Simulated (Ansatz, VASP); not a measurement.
## Two plane-wave programs on TePb (mix)

The input INCAR:

```
SYSTEM = TePb
  PREC = Accurate
  ENCUT = 520
  EDIFF = 1E-7
  ISMEAR = 0
  SIGMA = 0.1
  LREAL = .FALSE.
  LASPH = .TRUE.
  NELM = 100
  ALGO = Normal
  ISIF = 2
  LWAVE = .FALSE.
  LCHARG = .FALSE.
  GGA = PE
  NBANDS = 17
```

The input KPOINTS:

```
Automatic mesh
0
G
  6 6 6
  0 0 0
```

The input POSCAR:

```
TePb
1.0
    0.0000000000      3.2310000000      3.2310000000
    3.2310000000      0.0000000000      3.2310000000
    3.2310000000      3.2310000000      0.0000000000
Te Pb
1 1
Direct
    0.5000000000      0.5000000000      0.5000000000
    0.0000000000      0.0000000000      0.0000000000
```

Input for Ansatz:

```yaml
crystal:
  lattice:
    - [0.0, 3.231, 3.231]
    - [3.231, 0.0, 3.231]
    - [3.231, 3.231, 0.0]
  atoms:
    - { symbol: Te, position: [0.5, 0.5, 0.5] }
    - { symbol: Pb, position: [0.0, 0.0, 0.0] }
basis:
  ecutwfc: 420
kpoints:
  mp_grid: { grid: [6, 6, 6] }
hamiltonian:
  xc: pbe
scf:
  occupations: { method: gaussian, width: 0.1 }
  mixing: { beta: 0.2 }
  n_extra_bands: 16
output:
  forces: true
  stress: true
  eigenvalues: true
```

Alike in both runs: task single point; functional PBE; k mesh 6 × 6 × 6; occupations gaussian, width 0.1 eV; no spin polarisation.

```csv
,VASP,Ansatz
version,VASP 6.6.1,Ansatz 0.2.0
potentials or method,"VASP PAW PBE potentials, release 64 (Te, Pb_d)","scalar-relativistic, plane waves, PAW"
plane-wave cutoff (eV),520,420
valence electrons in the cell,20,30
```

```tsv
	VASP	Ansatz	Ansatz less VASP
gap on the k mesh at the Fermi level (eV)	0.73	0.73	-0.005
least direct gap on the mesh (eV)	0.73	0.73	-0.005
pressure (GPa)	2.1	2.1	+0.04
```

With one functional, cell and mesh, what is left measures potentials, basis and numerics. The two sets of potentials don't hold the same shells in valence.

Caveats: spin-orbit coupling is left out, which as a rule narrows the gap of such compounds by several tenths of an eV. A k mesh can miss the band edges.
